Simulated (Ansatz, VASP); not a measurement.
# GaN in VASP and in Ansatz

INCAR

```
PREC = Accurate
ENCUT = 520
EDIFF = 1E-6
ISMEAR = -1
SIGMA = 0.05
LREAL = False
LASPH = True
NELM = 60
ALGO = Normal
ISIF = 2
LWAVE = False
LCHARG = False
GGA = PE
NBANDS = 16
```

File KPOINTS:

```
regular mesh
0
Gamma
  17 17 17
```

Contents of POSCAR:

```
GaN
1.0
    0.0000000000      2.1793756955      2.1793756955
    2.1793756955      0.0000000000      2.1793756955
    2.1793756955      2.1793756955      0.0000000000
Ga N
1 1
Direct
    0.0000000000      0.0000000000      0.0000000000
    0.2500000000      0.2500000000      0.2500000000
```

Input for Ansatz:

```yaml
crystal:
  lattice:
    - [0.0, 2.1793756955, 2.1793756955]
    - [2.1793756955, 0.0, 2.1793756955]
    - [2.1793756955, 2.1793756955, 0.0]
  atoms:
    - { symbol: Ga, position: [0.0, 0.0, 0.0] }
    - { symbol: "N", position: [0.25, 0.25, 0.25] }
kpoints:
  mp_grid: { grid: [17, 17, 17] }
scf:
  occupations: { method: fermi_dirac, width: 0.05 }
hamiltonian:
  xc: pbe
  pseudopotentials: { kind: paw }
output:
  forces: true
  stress: true
  eigenvalues: true
  populations: true
```

Change from the starting cell: volume scaled by 0.88, PAW files.

Alike in both runs: task single point; functional PBE; k mesh 17 × 17 × 17; occupations fermi-dirac, width 0.05 eV; no spin polarisation.

|  | VASP | Ansatz |
| --- | --- | --- |
| version | VASP 6.6.1 | Ansatz 0.2.0 |
| potentials or method | VASP PAW PBE potentials, release 64 (Ga_d, N) | PAW with Ansatz's default frozen-core files, scalar-relativistic |
| plane-wave cutoff (eV) | 520 | 420 |
| valence electrons in the cell | 18 | 18 |

```tsv
	VASP	Ansatz	Ansatz less VASP
gap on the k mesh at the Fermi level (eV)	2.37	2.36	-0.015
pressure (GPa)	29.0	29.1	+0.12
```

Caveats: so large a pressure means that the cell lies far from this level's equilibrium, or that cutoff or potentials fall short (VASP); an odd mesh through Γ misses points on the zone boundary, where band edges often lie.
